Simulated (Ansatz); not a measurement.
## Is this FeSi structure stable?

The structure comes from a generated guess, relaxed at this level; another structure or a mixture of phases may lie lower.

Computed with Ansatz 0.2.0, DFT PBE, scalar-relativistic, plane waves, PAW. Settings of the last relaxation (2-atom cell): 420 eV, 20×20×20 k points, Gaussian smearing of 0.10 eV, collinear spin.

```cif
data_structure
_symmetry_space_group_name_H-M 'P 1'
_symmetry_Int_Tables_number 1
_cell_length_a 2.7591
_cell_length_b 2.7591
_cell_length_c 2.7591
_cell_angle_alpha 90.000
_cell_angle_beta 90.000
_cell_angle_gamma 90.000
_cell_volume 21.00
loop_
_atom_site_label
_atom_site_type_symbol
_atom_site_fract_x
_atom_site_fract_y
_atom_site_fract_z
_atom_site_occupancy
Fe1 Fe 0.00000 0.00000 0.00000 1
Si1 Si 0.50000 0.50000 0.50000 1
```

The zero of energy is the elements' standard structures at the same level; no fitted shifts are applied.

**Question.** These tests were run: energy against the elements; phonons at Γ. What do they show?

**Answer.**

```
                       test                        result
energy against the elements                 −0.48 eV/atom
               phonons at Γ  lowest optical mode 307 cm⁻¹
```

It fails none of these tests. Other phases of the system weren't compared here, so this isn't yet thermodynamic stability. Phonons away from Γ weren't computed.

The run for the phonons used a 20×20×20 k mesh and Fermi–Dirac smearing of 0.15 eV. Another cell of FeSi relaxed alike but without spin, in P2_13 (a cell as deposited in COD), lies 27 meV/atom lower, so this cell isn't the stable form at this level.
